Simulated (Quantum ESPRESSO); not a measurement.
# TiO2 (Imma) in Quantum ESPRESSO: reference runs, part 2 of 2

Quantum ESPRESSO 7.5. The steps go on from the part before.

## Step 3: Single point, PBE (atoms moved at random, drawn with an rms of 0.05 Å)

Input file pw.in:

```
&CONTROL
  calculation = 'scf'
  prefix = 'pwscf'
  outdir = './tmp'
  pseudo_dir = './pseudo'
  tprnfor = .true.
  tstress = .true.
  disk_io = 'nowf'
/
&SYSTEM
  ibrav = 0
  nat = 12
  ntyp = 2
  ecutwfc = 55
  ecutrho = 440
  nbnd = 62
  occupations = 'smearing'
  smearing = 'fd'
  degauss = 0.00367493
/
&ELECTRONS
  conv_thr = 2.4d-09
  electron_maxstep = 120
  mixing_beta = 0.5
/
ATOMIC_SPECIES
Ti    47.8670 ti_pbe_v1.4.uspp.F.UPF
O     15.9990 O.pbe-n-kjpaw_psl.0.1.UPF
CELL_PARAMETERS angstrom
  -2.9731600000    3.2873690000    3.2874020000
   2.9731600000   -3.2873690000    3.2874020000
   2.9731600000    3.2873690000   -3.2874020000
ATOMIC_POSITIONS crystal
Ti    -0.0062520000    0.5008980000   -0.0000320000
Ti    -0.0004040000   -0.0083600000    0.4921620000
Ti     0.4943290000    0.2473620000    0.2517750000
Ti     0.5061330000    0.7619440000    0.7493500000
O      0.7007200000    0.6979330000    0.5034820000
O      0.7025030000    0.1921400000    1.0143960000
O      0.8011970000    0.7489400000    0.0497850000
O      0.1908140000    0.7492050000    0.4416850000
O      0.8009580000    0.2416870000    0.5527230000
O      0.3001900000    0.8054940000    0.0149260000
O      0.1966190000    0.2549930000    0.9537880000
O      0.3039640000    0.3096250000    0.5000910000
K_POINTS automatic
6 6 6 0 0 0
```

Potentials or basis: SSSP 1.3 efficiency PBE.

On the command line:

```
$ OMP_NUM_THREADS=1 mpirun -n 2 pw.x -nk 2 -in pw.in > pw.out
```

pw.out:

```text
This program is part of the open-source Quantum ESPRESSO suite
     for quantum simulation of materials; please cite
         "P. Giannozzi et al., J. Phys.:Condens. Matter 21 395502 (2009);
         "P. Giannozzi et al., J. Phys.:Condens. Matter 29 465901 (2017);
         "P. Giannozzi et al., J. Chem. Phys. 152 154105 (2020);
     in publications or presentations arising from this work. More details at

     file O.pbe-n-kjpaw_psl.0.1.UPF: wavefunction(s)  2P renormalized

     K-points division:     npool     =       2
     Subspace diagonalization in iterative solution of the eigenvalue problem:
     a serial algorithm will be used

     G-vector sticks info
     --------------------
     sticks:   dense  smooth     PW     G-vecs:    dense   smooth      PW
     Sum        3647    1827    575               135329    47835    8419

     Using Slab Decomposition

     bravais-lattice index     =            0
     lattice parameter (alat)  =      10.4284  a.u.
     unit-cell volume          =     867.3136 (a.u.)^3
     number of atoms/cell      =           12
     number of atomic types    =            2
     number of electrons       =        96.00
     number of Kohn-Sham states=           62
     kinetic-energy cutoff     =      55.0000  Ry
     charge density cutoff     =     440.0000  Ry
     scf convergence threshold =      2.4E-09
     mixing beta               =       0.5000
     number of iterations used =            8  plain     mixing
     Exchange-correlation= SLA  PW   PBX  PBC
                           (   1   4   3   4   0   0   0)

     celldm(1)=  10.428393  celldm(2)=   0.000000  celldm(3)=   0.000000
     celldm(4)=   0.000000  celldm(5)=   0.000000  celldm(6)=   0.000000

     crystal axes: (cart. coord. in units of alat)
               a(1) = (  -0.538765   0.595703   0.595709 )
               a(2) = (   0.538765  -0.595703   0.595709 )
               a(3) = (   0.538765   0.595703  -0.595709 )

     reciprocal axes: (cart. coord. in units 2 pi/alat)
               b(1) = ( -0.000000  0.839344  0.839336 )
               b(2) = (  0.928048 -0.000000  0.839336 )
               b(3) = (  0.928048  0.839344  0.000000 )

     PseudoPot. # 1 for Ti read from file:
     ti_pbe_v1.4.uspp.F.UPF
     Pseudo is Ultrasoft + core correction, Zval = 12.0
     Generated by new atomic code, or converted to UPF format
     Using radial grid of  851 points,  6 beta functions with:
                l(1) =   0
                l(2) =   0
                l(3) =   1
                l(4) =   1
                l(5) =   2
                l(6) =   2
     Q(r) pseudized with  6 coefficients,  rinner =    1.000   1.000   1.000
                                                       1.000   1.000

     PseudoPot. # 2 for O  read from file:
     O.pbe-n-kjpaw_psl.0.1.UPF
     Pseudo is Projector augmented-wave + core cor, Zval =  6.0
     Generated using "atomic" code by A. Dal Corso  v.5.0.99 svn rev. 10869
     Shape of augmentation charge: BESSEL
     Using radial grid of 1095 points,  4 beta functions with:
                l(1) =   0
                l(2) =   0
                l(3) =   1
                l(4) =   1
     Q(r) pseudized with 0 coefficients

     atomic species   valence    mass     pseudopotential
     Ti               12.00    47.86700     Ti( 1.00)
     O                 6.00    15.99900     O ( 1.00)

     No symmetry found

   Cartesian axes

     site n.     atom                  positions (alat units)
         1        Ti     tau(   1) = (   0.2732177  -0.3021299   0.2946842  )
         2        Ti     tau(   2) = (   0.2608735   0.2979219  -0.2984062  )
         3        Ti     tau(   3) = (   0.0025904   0.2971022   0.2918475  )
         4        Ti     tau(   4) = (   0.5415461   0.2940028   0.3090104  )
         5        O      tau(   5) = (   0.2697572   0.3015861   0.5332616  )
         6        O      tau(   6) = (   0.2715556   0.9083038  -0.0713380  )
         7        O      tau(   7) = (  -0.0013318   0.0607867   0.8937735  )
         8        O      tau(   8) = (   0.5388064  -0.0695221   0.2968621  )
         9        O      tau(   9) = (  -0.0035278   0.6624184   0.2918510  )
        10        O      tau(  10) = (   0.2802820  -0.2921197   0.6497746  )
        11        O      tau(  11) = (   0.5453180   0.5334010  -0.2991509  )
        12        O      tau(  12) = (   0.2724817   0.2945335   0.0676118  )

     number of k points=   112  Fermi-Dirac smearing, width (Ry)=  0.0037

     Number of k-points >= 100: set verbosity='high' to print them.

     Dense  grid:   135329 G-vectors     FFT dimensions: (  72,  72,  72)

     Smooth grid:    47835 G-vectors     FFT dimensions: (  50,  50,  50)

     Check: negative core charge=   -0.000004

     Initial potential from superposition of free atoms

     starting charge      91.9998, renormalised to      96.0000

     negative rho (up, down):  5.992E-03 0.000E+00
     Starting wfcs are   72 randomized atomic wfcs
     Checking if some PAW data can be deallocated...

     Self-consistent Calculation

     iteration #  1     ecut=    55.00 Ry     beta= 0.50
     Davidson diagonalization with overlap
     ethr =  1.00E-02,  avg # of iterations =  2.0

     negative rho (up, down):  8.053E-03 0.000E+00

     total energy              =    -810.65221674 Ry
     estimated scf accuracy    <       2.63445631 Ry

     iteration #  2     ecut=    55.00 Ry     beta= 0.50
     Davidson diagonalization with overlap
     ethr =  2.74E-03,  avg # of iterations =  5.0

     negative rho (up, down):  5.249E-03 0.000E+00

     total energy              =    -809.20225592 Ry
     estimated scf accuracy    <      15.77013118 Ry

     iteration #  3     ecut=    55.00 Ry     beta= 0.50
     Davidson diagonalization with overlap
     ethr =  2.74E-03,  avg # of iterations =  4.0

     negative rho (up, down):  5.345E-03 0.000E+00

     total energy              =    -811.86514966 Ry
     estimated scf accuracy    <       0.48839932 Ry

     iteration #  4     ecut=    55.00 Ry     beta= 0.50
     Davidson diagonalization with overlap
     ethr =  5.09E-04,  avg # of iterations =  1.3

     negative rho (up, down):  5.515E-03 0.000E+00

     total energy              =    -811.80622222 Ry
     estimated scf accuracy    <       0.24090260 Ry

     iteration #  5     ecut=    55.00 Ry     beta= 0.50
     Davidson diagonalization with overlap
     ethr =  2.51E-04,  avg # of iterations =  2.1

     negative rho (up, down):  5.594E-03 0.000E+00

     total energy              =    -811.84037504 Ry
     estimated scf accuracy    <       0.00481550 Ry

     iteration #  6     ecut=    55.00 Ry     beta= 0.50
     Davidson diagonalization with overlap
     c_bands:  1 eigenvalues not converged
     ethr =  5.02E-06,  avg # of iterations = 11.6

     negative rho (up, down):  5.634E-03 0.000E+00

     total energy              =    -811.84244416 Ry
     estimated scf accuracy    <       0.00218269 Ry

     iteration #  7     ecut=    55.00 Ry     beta= 0.50
     Davidson diagonalization with overlap
     ethr =  2.27E-06,  avg # of iterations =  4.8

     negative rho (up, down):  5.671E-03 0.000E+00

     total energy              =    -811.84257053 Ry
     estimated scf accuracy    <       0.00066168 Ry

     iteration #  8     ecut=    55.00 Ry     beta= 0.50
     Davidson diagonalization with overlap
     ethr =  6.89E-07,  avg # of iterations =  2.0

     negative rho (up, down):  5.665E-03 0.000E+00

     total energy              =    -811.84261877 Ry
     estimated scf accuracy    <       0.00012006 Ry

     iteration #  9     ecut=    55.00 Ry     beta= 0.50
     Davidson diagonalization with overlap
     ethr =  1.25E-07,  avg # of iterations =  3.0

     negative rho (up, down):  5.659E-03 0.000E+00
[... 35 lines left out ...]
     negative rho (up, down):  5.661E-03 0.000E+00

     total energy              =    -811.84263775 Ry
     estimated scf accuracy    <       0.00000002 Ry

     iteration # 14     ecut=    55.00 Ry     beta= 0.50
     Davidson diagonalization with overlap
     ethr =  2.03E-11,  avg # of iterations =  4.1

     negative rho (up, down):  5.662E-03 0.000E+00

     total energy              =    -811.84263776 Ry
     estimated scf accuracy    <          9.7E-09 Ry

     iteration # 15     ecut=    55.00 Ry     beta= 0.50
     Davidson diagonalization with overlap
     ethr =  1.01E-11,  avg # of iterations =  2.0

     negative rho (up, down):  5.662E-03 0.000E+00

     End of self-consistent calculation

     Number of k-points >= 100: set verbosity='high' to print the bands.

     the Fermi energy is     9.6189 ev

!    total energy              =    -811.84263776 Ry
     estimated scf accuracy    <          8.0E-10 Ry
     smearing contrib. (-TS)   =      -0.00000000 Ry
     internal energy E=F+TS    =    -811.84263776 Ry

     The total energy is F=E-TS. E is the sum of the following terms:
     one-electron contribution =    -255.19645432 Ry
     hartree contribution      =     174.05340233 Ry
     xc contribution           =    -131.49060525 Ry
     ewald contribution        =    -523.08608759 Ry
     one-center paw contrib.   =     -76.12289294 Ry

     convergence has been achieved in  15 iterations

     negative rho (up, down):  5.662E-03 0.000E+00

     Forces acting on atoms (cartesian axes, Ry/au):

     atom    1 type  1   force =    -0.05101714    0.00023082    0.01819193
     atom    2 type  1   force =     0.04948639   -0.00647183    0.00895833
     atom    3 type  1   force =     0.00050924   -0.00406386   -0.01741895
     atom    4 type  1   force =    -0.00894109    0.00656008   -0.01546192
     atom    5 type  2   force =     0.01134087   -0.00198707   -0.01214598
     atom    6 type  2   force =    -0.00365726   -0.01959466    0.00206299
     atom    7 type  2   force =     0.00688567    0.01039409   -0.00889741
     atom    8 type  2   force =     0.00977943    0.01942710   -0.00074060
     atom    9 type  2   force =     0.01342673    0.00821832    0.00069040
     atom   10 type  2   force =    -0.01781373   -0.01155503    0.02793728
     atom   11 type  2   force =    -0.01559079   -0.00712570    0.00293860
     atom   12 type  2   force =     0.00559167    0.00596774   -0.00611466

     Total force =     0.097279     Total SCF correction =     0.000046

     Computing stress (Cartesian axis) and pressure

     negative rho (up, down):  5.662E-03 0.000E+00
          total   stress  (Ry/bohr**3)                   (kbar)     P=      -14.64
  -0.00010683  -0.00002937   0.00001819          -15.71       -4.32        2.68
  -0.00002937  -0.00010086  -0.00001697           -4.32      -14.84       -2.50
   0.00001819  -0.00001697  -0.00009081            2.68       -2.50      -13.36

=------------------------------------------------------------------------------=
   JOB DONE.
=------------------------------------------------------------------------------=
```

It took 8.2 min on 2 MPI ranks of Intel Xeon Platinum 8488C (Sapphire Rapids), shared host; peak memory 1.3 GiB.

Results:

* Free energy: -11045.6818 eV
* Pressure: -1.5 GPa
* Largest force: 1.393 eV/Å
* Band gap on the k mesh: 1.77 eV

Forces in eV/Å, atoms in the order of the input:
```
Ti  -1.312  0.006  0.468
Ti   1.272 -0.166  0.230
Ti   0.013 -0.104 -0.448
Ti  -0.230  0.169 -0.398
O    0.292 -0.051 -0.312
O   -0.094 -0.504  0.053
O    0.177  0.267 -0.229
O    0.251  0.499 -0.019
O    0.345  0.211  0.018
O   -0.458 -0.297  0.718
O   -0.401 -0.183  0.076
O    0.144  0.153 -0.157
```

Levels at points of the mesh, in eV from the valence-band top:
| k point | band 44 | band 45 | band 46 | band 47 | band 48 | band 49 | band 50 | band 51 | band 52 | band 53 |
| --- | --- | --- | --- | --- | --- | --- | --- | --- | --- | --- |
| (0.00, 0.00, 0.00) | -0.73 | -0.67 | -0.50 | -0.45 | 0.00 | 1.77 | 2.02 | 2.24 | 2.35 | 2.41 |
| (0.00, 0.00, -0.50) | -1.53 | -1.27 | -1.20 | -0.71 | -0.57 | 2.07 | 2.26 | 2.47 | 2.58 | 2.76 |
| (0.00, -0.50, 0.00) | -1.47 | -1.33 | -1.10 | -0.73 | -0.58 | 2.07 | 2.24 | 2.38 | 2.66 | 2.75 |
| (0.00, -0.50, -0.50) | -1.54 | -1.11 | -1.04 | -0.77 | -0.67 | 1.81 | 1.85 | 2.37 | 2.40 | 2.85 |
| (-0.50, -0.50, -0.50) | -1.44 | -1.30 | -1.27 | -1.11 | -1.08 | 1.79 | 1.80 | 2.39 | 2.43 | 2.80 |
| (-0.50, 0.50, 0.00) | -1.54 | -1.32 | -1.17 | -0.67 | -0.58 | 2.07 | 2.24 | 2.47 | 2.60 | 2.75 |
| (-0.50, 0.00, 0.50) | -1.45 | -1.40 | -1.03 | -0.83 | -0.48 | 2.16 | 2.18 | 2.38 | 2.65 | 2.75 |
| (-0.50, 0.00, 1.00) | -1.57 | -1.12 | -1.02 | -0.76 | -0.63 | 1.80 | 1.83 | 2.37 | 2.40 | 2.83 |
